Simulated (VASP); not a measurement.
# AlP (F-43m) in VASP: settings compared

The runs below take AlP through single point, with PBEsol, LDA, PBE.

All numbers are computed with VASP 6.6.1; they aren't measurements. Logs are shortened: lines on timing, memory, paths and dates and some standing lists are left out, and cuts for length are marked.

**The experiment to reproduce.**

From a printed reference work, data compilation, for a bulk crystal of AlP at 4.2 K: band gap 2.505 eV (indirect).

How close the calculation comes is told below.

## Step 1: The cell of the first run

The structure is cubic, space group F-43m (No. 216). Conventional cell: a = 5.470 Å, b = 5.470 Å, c = 5.470 Å, α = 90.00°, β = 90.00°, γ = 90.00°. Within 3.1 Å of Al (site symmetry -43m) lie 4 P at 2.37 Å. P (site symmetry -43m) has 4 Al at 2.37 Å within 3.1 Å.

## Step 2: Single point, PBEsol

INCAR reads:

```
SYSTEM = AlP
  PREC = Accurate
  ENCUT = 500
  EDIFF = 1E-6
  ISMEAR = -1
  SIGMA = 0.02
  LREAL = .FALSE.
  LASPH = .TRUE.
  NELM = 120
  ALGO = Normal
  ISIF = 2
  LWAVE = .FALSE.
  LCHARG = .TRUE.
  GGA = PS
  LELF = .TRUE.
  LVHAR = .TRUE.
  NBANDS = 11
  GGA_COMPAT = .FALSE.
```

KPOINTS reads:

```
Automatic mesh
0
G
  8 8 8
  0 0 0
```

POSCAR reads:

```
AlP
1.0
    0.0000000000      2.7350990491      2.7350990491
    2.7350990491      0.0000000000      2.7350990491
    2.7350990491      2.7350990491      0.0000000000
Al P
1 1
Direct
    0.0000000000      0.0000000000      0.0000000000
    0.2500000000      0.2500000000      0.2500000000
```

Potentials or basis: VASP PAW PBE potentials, release 64 (Al, P).

Launch:

```
> cat potpaw_PBE.64/Al/POTCAR potpaw_PBE.64/P/POTCAR > POTCAR
> mpirun -np 1 vasp_std > vasp.out
```

OUTCAR:

```text
SYSTEM = AlP
   PREC = Accurate
   ENCUT = 500
   EDIFF = 1E-6
   ISMEAR = -1
   LREAL = .FALSE.
   LASPH = .TRUE.
   NELM = 120
   ISIF = 2
   GGA = PS

 ion  position               nearest neighbor table
   1  0.000  0.000  0.000-   2 2.37   2 2.37   2 2.37   2 2.37
   2  0.250  0.250  0.250-   1 2.37   1 2.37   1 2.37   1 2.37

  LATTYP: Found a face centered cubic cell.
 ALAT       =     5.4701980982

  Lattice vectors:

 A1 = (   0.0000000000,   2.7350990491,   2.7350990491)
 A2 = (   2.7350990491,   0.0000000000,   2.7350990491)
 A3 = (   2.7350990491,   2.7350990491,   0.0000000000)

Analysis of symmetry for initial positions (statically):
=====================================================================
 Subroutine PRICEL returns:
 Original cell was already a primitive cell.

 Routine SETGRP: Setting up the symmetry group for a
 face centered cubic supercell.

 Subroutine GETGRP returns: Found 24 space group operations
 (whereof 24 operations were pure point group operations)
 out of a pool of 48 trial point group operations.

The static configuration has the point symmetry T_d .

Analysis of symmetry for dynamics (positions and initial velocities):
=====================================================================
 Subroutine PRICEL returns:
 Original cell was already a primitive cell.

 Routine SETGRP: Setting up the symmetry group for a
 face centered cubic supercell.

 Subroutine GETGRP returns: Found 24 space group operations
 (whereof 24 operations were pure point group operations)
 out of a pool of 48 trial point group operations.

The dynamic configuration has the point symmetry T_d .

 Subroutine INISYM returns: Found 24 space group operations
 (whereof 24 operations are pure point group operations),
 and found     1 'primitive' translations

----------------------------------------------------------------------------------------

                                     Primitive cell

  volume of cell :      40.9213

  direct lattice vectors                    reciprocal lattice vectors
     0.000000000  2.735099049  2.735099049    -0.182808736  0.182808736  0.182808736
     2.735099049  0.000000000  2.735099049     0.182808736 -0.182808736  0.182808736
     2.735099049  2.735099049  0.000000000     0.182808736  0.182808736 -0.182808736

  length of vectors
     3.868014170  3.868014170  3.868014170     0.316634019  0.316634019  0.316634019

  position of ions in fractional coordinates (direct lattice)
     0.000000000  0.000000000  0.000000000
     0.250000000  0.250000000  0.250000000

  ion indices of the primitive-cell ions
   primitive index   ion index
                 1           1
                 2           2

----------------------------------------------------------------------------------------

 KPOINTS: Automatic mesh

Automatic generation of k-mesh.
 Grid dimensions read from file:
 generate k-points for:    8    8    8

 Generating k-lattice:

  Cartesian coordinates                     Fractional coordinates (reciprocal lattice)
    -0.022851092  0.022851092  0.022851092     0.125000000  0.000000000  0.000000000
     0.022851092 -0.022851092  0.022851092     0.000000000  0.125000000  0.000000000
     0.022851092  0.022851092 -0.022851092     0.000000000  0.000000000  0.125000000

  Length of vectors
     0.039579252  0.039579252  0.039579252

  Shift w.r.t. Gamma in fractional coordinates (k-lattice)
     0.000000000  0.000000000  0.000000000

 Subroutine IBZKPT returns following result:
 ===========================================

 Found     29 irreducible k-points:

 Following reciprocal coordinates:
            Coordinates               Weight
  0.000000  0.000000  0.000000      1.000000
  0.125000  0.000000  0.000000      8.000000
  0.250000  0.000000  0.000000      8.000000
  0.375000  0.000000  0.000000      8.000000
  0.500000  0.000000  0.000000      4.000000
  0.125000  0.125000  0.000000      6.000000
[... 16 lines left out ...]
  0.500000  0.250000  0.125000     48.000000
 -0.375000  0.250000  0.125000     24.000000
 [... further k-points ...]
   k-points           NKPTS =     29   k-points in BZ     NKDIM =     29   number of bands    NBANDS=     11
   number of dos      NEDOS =    301   number of ions     NIONS =      2
   total plane-waves  NPLWV =  21952
   dimension x,y,z NGX =    28 NGY =   28 NGZ =   28
   dimension x,y,z NGXF=    56 NGYF=   56 NGZF=   56
   ions per type =               1   1
   NGX,Y,Z   is equivalent  to a cutoff of  12.03, 12.03, 12.03 a.u.
   NGXF,Y,Z  is equivalent  to a cutoff of  24.07, 24.07, 24.07 a.u.
 SYSTEM =  AlP
   PREC   = accura    normal or accurate (medium, high low for compatibility)
   ISTART =      0    job   : 0-new  1-cont  2-samecut
   ICHARG =      2    charge: 1-file 2-atom 10-const
   ISPIN  =      1    spin polarized calculation?
   LNONCOLLINEAR =      F non collinear calculations
   LSORBIT =      F    spin-orbit coupling
   LASPH  =      T    aspherical Exc in radial PAW
   ENCUT  =  500.0 eV  36.75 Ry    6.06 a.u.   7.05  7.05  7.05*2*pi/ulx,y,z
   NELM   =    120;   NELMIN=  2; NELMDL= -5     # of ELM steps
   EDIFF  = 0.1E-05   stopping-criterion for ELM
   LREAL  =      F    real-space projection
   EDIFFG = 0.1E-04   stopping-criterion for IOM
   NSW    =      0    number of steps for IOM
   IBRION =     -1    ionic relax: 0-MD 1-quasi-New 2-CG
   NFREE  =      0    steps in history (QN), initial steepest desc. (CG)
   ISIF   =      2    stress and relaxation
   ISYM   =      2    0-nonsym 1-usesym 2-fastsym
   POTIM  = 0.5000    time-step for ionic-motion
   TEBEG  =    0.0;   TEEND  =   0.0 temperature during run
   PSTRESS=    0.0 pullay stress
   NELECT =       8.0000    total number of electrons
   NUPDOWN=      -1.0000    fix difference up-down
   EMIN   =  10.00;   EMAX   =-10.00  energy-range for DOS
   EFERMI =   0.00;   METHOD = LEGACY
   ISMEAR =    -1;   SIGMA  =   0.02  broadening in eV -4-tet -1-fermi 0-gaus
   EFERMI_NEDOS =   21; number of points for ismear=-14 and -15
   IALGO  =     38    algorithm
   IMIX   =      4    mixing-type and parameters
     AMIX     =   0.40;   BMIX     =  1.00
     AMIX_MAG =   1.60;   BMIX_MAG =  1.00
  volume/ion in A,a.u.               =      20.46       138.08
  Fermi-wavevector in a.u.,A,eV,Ry     =   0.950142  1.795508 12.282925  0.902769
  Thomas-Fermi vector in A             =   2.078491
   LORBIT       =      0    0 simple, 1 ext, 2 COOP (PROOUT), +10 PAW based schemes
   GGA     = PS    functional components
   LHFCALC =     F    Hartree Fock is set to
   AEXX    =    0.0000 exact exchange contribution
   IVDW    =     0    specifies the selected vdW correction
   LEPSILON=     F    determine dielectric tensor
   LRPA    =     F    only Hartree local field effects (RPA)
 non-spin polarized calculation
  energy-cutoff  :      500.00
  volume of cell :       40.92
 maximum number of plane-waves:      1056
   NGX = 15   NGY = 15   NGZ = 15

 number of electron       8.0000000 magnetization

 Free energy of the ion-electron system (eV)
  ---------------------------------------------------
  ext. energy  EPLUGINS =         0.00000000
  ---------------------------------------------------
  free energy    TOTEN  =       -10.99516392 eV

  energy without entropy =      -10.99516392  energy(sigma->0) =      -10.99516392

 E-fermi :   4.8624     XC(G=0):  -9.3435

 val. band max:        4.4841583296   @ k =   0.0000   0.0000   0.0000
 cond. band min:       5.9334523277   @ k =   0.5000   0.5000   0.0000
 fundamental gap:      1.4492939980
 Fermi energy:         4.8623524880

 k-point     1 :       0.0000    0.0000    0.0000
  band No.  band energies     occupation
      1      -7.0113      2.00000
      2       4.4842      2.00000
      3       4.4842      2.00000
      4       4.4842      2.00000
      5       7.6404      0.00000
      6       8.9885      0.00000
      7       8.9885      0.00000
      8       8.9885      0.00000
      9      13.2801      0.00000
     10      13.2801      0.00000
     11      14.5406      0.00000

 k-point     2 :       0.1250    0.0000    0.0000
  band No.  band energies     occupation
      1      -6.8388      2.00000
      2       3.2443      2.00000
      3       4.3352      2.00000
      4       4.3352      2.00000
      5       8.0828      0.00000
      6       9.2721      0.00000
      7       9.2721      0.00000
      8       9.4872      0.00000
      9      12.7702      0.00000
     10      12.7702      0.00000
     11      15.1827      0.00000

 k-point     3 :       0.2500    0.0000    0.0000
  band No.  band energies     occupation
      1      -6.3530      2.00000
      2       1.2876      2.00000
      3       4.0402      2.00000
      4       4.0402      2.00000
      5       7.7096      0.00000
      6       9.5725      0.00000
      7       9.5725      0.00000
      8      11.2914      0.00000
      9      12.7395      0.00000
     10      12.7395      0.00000
     11      14.6394      0.00000

 k-point     4 :       0.3750    0.0000    0.0000
  band No.  band energies     occupation
      1      -5.6987      2.00000
      2      -0.3575      2.00000
      3       3.8050      2.00000
      4       3.8050      2.00000
      5       7.3323      0.00000
      6       9.3759      0.00000
      7       9.3759      0.00000
      8      12.4686      0.00000
      9      14.1350      0.00000
     10      14.1350      0.00000
     11      14.9372      0.00000
[... 239 lines left out ...]
 k-point    22 :       0.3750    0.2500    0.1250
  band No.  band energies     occupation
      1      -5.9416      2.00000
      2       0.9684      2.00000
      3       2.5711      2.00000
      4       3.5645      2.00000
      5       8.2524      0.00000
      6       9.2220      0.00000
      7       9.8399      0.00000
      8      11.2295      0.00000
      9      12.7441      0.00000
     10      15.1941      0.00000
     11      17.2599      0.00000

 k-point    23 :       0.5000    0.2500    0.1250
  band No.  band energies     occupation
      1      -5.3423      2.00000
      2      -0.1445      2.00000
      3       2.0016      2.00000
      4       3.1774      2.00000
      5       8.3459      0.00000
      6       9.1885      0.00000
      7      10.4364      0.00000
      8      11.5164      0.00000
      9      13.8737      0.00000
     10      15.7103      0.00000
     11      17.1863      0.00000

 k-point    24 :      -0.3750    0.2500    0.1250
  band No.  band energies     occupation
      1      -5.0132      2.00000
      2      -0.7067      2.00000
      3       1.8668      2.00000
      4       2.9885      2.00000
      5       8.3430      0.00000
      6       8.9194      0.00000
      7      11.3042      0.00000
      8      12.0956      0.00000
      9      13.3865      0.00000
     10      15.8228      0.00000
     11      17.1362      0.00000

 [... further k-points ...]
[... 5 lines left out ...]
  --------------------------------------------------------------------------------------
  -------------------------------------------------------------------------------------
  Total        0.0123699      0.0123699      0.0123699     -0.0000000      0.0000000      0.0000000
  in kB        0.4843129      0.4843129      0.4843129     -0.0000000      0.0000000      0.0000000
  external PRESSURE =       0.4843129 kB  Pullay stress =       0.0000000 kB

 VOLUME and BASIS-vectors are now :
 -----------------------------------------------------------------------------
  energy-cutoff  :      500.00
  volume of cell :       40.92
      direct lattice vectors                 reciprocal lattice vectors
     0.000000000  2.735099049  2.735099049    -0.182808736  0.182808736  0.182808736
     2.735099049  0.000000000  2.735099049     0.182808736 -0.182808736  0.182808736
     2.735099049  2.735099049  0.000000000     0.182808736  0.182808736 -0.182808736

 POSITION                                       TOTAL-FORCE (eV/Angst)
 -----------------------------------------------------------------------------------
      0.00000      0.00000      0.00000         0.000000      0.000000      0.000000
      1.36755      1.36755      1.36755        -0.000000     -0.000000     -0.000000
 -----------------------------------------------------------------------------------
    total drift:                                0.000000      0.000000      0.000000

  FREE ENERGIE OF THE ION-ELECTRON SYSTEM (eV)
  ---------------------------------------------------
  free  energy   TOTEN  =       -10.9951639194 eV

  energy  without entropy=      -10.9951639194  energy(sigma->0) =      -10.99516392
```

Wall time 9.7 s (1 thread of Intel Xeon Platinum 8259CL at 2.50GHz (Skylake/Cascade Lake), shared host); peak memory 0.15 GiB.

What came out:

```
Free energy            : -10.9952 eV
Pressure               : 0.0 GPa
Band gap on the k mesh : 1.45 eV (least direct gap 3.16 eV)
```

Levels at points of the mesh, in eV from the valence-band top:
```csv
k point,band 2,band 3,band 4,band 5,band 6,band 7
"(0.00, 0.00, 0.00)",0.00,0.00,0.00,3.16,4.50,4.50
"(0.50, 0.00, 0.00)",-5.56,-0.76,-0.76,2.71,4.75,4.75
"(0.50, 0.50, 0.00)",-5.32,-2.11,-2.11,1.45,2.37,10.95
```

Caveat: the PAW data sets were made with another functional, which shifts forces and pressure a little.

(Part 1 of 2 ends here.)
